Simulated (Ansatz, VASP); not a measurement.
Re in VASP and in Ansatz

```
Re
1.0
     0.00000    2.79697    2.79697
     2.79697    0.00000    2.79697
     2.79697    2.79697    0.00000
Re
2
Cartesian
  -0.6992 -0.6992 -0.6992
  0.6992 0.6992 0.6992
```

This isn't the form of Re at room conditions, which is hcp.

Alike in both runs: task single point; functional PBEsol; k mesh 12 × 12 × 12; occupations fermi-dirac, width 0.05 eV; no spin polarisation.

```csv
,VASP,Ansatz
version,VASP 6.6.1,Ansatz 0.2.0
potentials or method,"VASP PAW PBE potentials, release 64 (Re), cutoff 520 eV","all-electron LAPW, scalar-relativistic"
```

```csv
,VASP,Ansatz,Ansatz less VASP
pressure (GPa),-1.7,0.0,+1.74
```

Ansatz ran all-electron here, so the differences hold the error of VASP's frozen core and of both bases.

Caveats: the PAW data sets were made with another functional, which shifts forces and pressure a little (VASP). The runs have no spin-orbit coupling, so splittings on Re are missing.
